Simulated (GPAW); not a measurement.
Runs of GPAW 26.7.0 on C. The structure is hexagonal, space group P6_3/mmc (No. 194). Conventional cell: a = 2.522 Å, b = 2.522 Å, c = 8.237 Å, α = 90.00°, β = 90.00°, γ = 120.00°. C (site symmetry 3m) is surrounded by 4 C at 1.54 Å. C (site symmetry 3m) is surrounded by 4 C at 1.54 Å. This is a hexagonal form of diamond, not graphite.

```csv
task,level,potentials or basis,cell,k mesh,cutoff (eV),maxiter,band path,band points,older calculator (legacy_gpaw),optimizer,other keys,gap on the mesh (eV),pressure (GPa),relaxed volume (Å³/atom),largest force (eV/Å)
band structure,WC,"PAW data sets generated in the run's folder for this functional, pw",as given,7 × 7 × 2,800,150,"GMKGALHA,LM,KH",80,-,-,-,4.32,-4.6,-,0.33
single point,PBE,"GPAW PAW data sets (gpaw-data 1.2.1), pw",as given,6 × 6 × 2,800,80,-,-,-,-,"several, not listed",4.46,1.9,-,0.33
band structure,optB88-vdW,"GPAW PAW data sets (gpaw-data 1.2.1), pw",as given,7 × 7 × 2,800,150,"GMKGALHA,LM,KH",60,yes,-,-,(d),-,-,0.34
relaxation of cell and atoms,PBEsol,"PAW data sets generated in the run's folder for this functional, pw",relaxed,7 × 7 × 2,800,150,-,-,-,BFGS,-,4.43,0.1,5.61,-
relaxation of cell and atoms,mBEEF,"GPAW PAW data sets (gpaw-data 1.2.1), pw",relaxed,7 × 7 × 2,800,150,-,-,-,FIRE,-,4.96,-0.2,5.60,0.01
relaxation of cell and atoms,revPBE+D4,"the program's PAW data sets (release 1.2.1) made for this functional, pw",relaxed,7 × 7 × 2,800,150,-,-,-,BFGS,-,(b),0.2,5.59,0.01
relaxation of cell and atoms,BLYP+D4,"PAW data sets generated in the run's folder for this functional, pw",relaxed,7 × 7 × 2,800,150,-,-,-,LBFGS,-,4.89,-0.1,5.68,0.01
relaxation of cell and atoms,SCAN+D4,"GPAW PAW data sets (gpaw-data 1.2.1), pw",relaxed,7 × 7 × 2,800,150,-,-,-,FIRE,-,4.99,-0.2,5.58,0.01
band structure,OLYP,"PAW data sets generated in the run's folder for this functional, pw",as given,7 × 7 × 2,800,150,"GMKGALHA,LM,KH",80,-,-,-,4.42,-1.5,-,0.32
relaxation of cell and atoms,WC,"PAW data sets generated in the run's folder for this functional, pw",relaxed,7 × 7 × 2,800,150,-,-,-,LBFGS,-,4.49,0.2,5.61,0.01
single point,PBE,"GPAW PAW data sets (gpaw-data 1.2.1), pw",as given,7 × 7 × 2,900,75,-,-,-,-,"several, not listed",4.42,2.0,-,0.33
band structure,rSCAN,"GPAW PAW data sets (gpaw-data 1.2.1), pw",as given,7 × 7 × 2,800,150,"GMKGALHA,LM,KH",60,-,-,-,(a),-4.6,-,(c)
```

Alike in all rows: no spin polarisation; smearing fermi-dirac 0.05 eV; the mesh is coarse, so values aren't converged.

Fill in the values left out.

(a) 4.67; (b) 4.58; (c) 0.36; (d) 4.62.

Caveats: some runs use coarse meshes; an odd mesh through Γ misses points on the zone boundary, where band edges often lie (some runs); later steps reuse the first step's grids (some runs); the PAW data sets were made with another functional, which shifts forces and pressure a little (some runs).
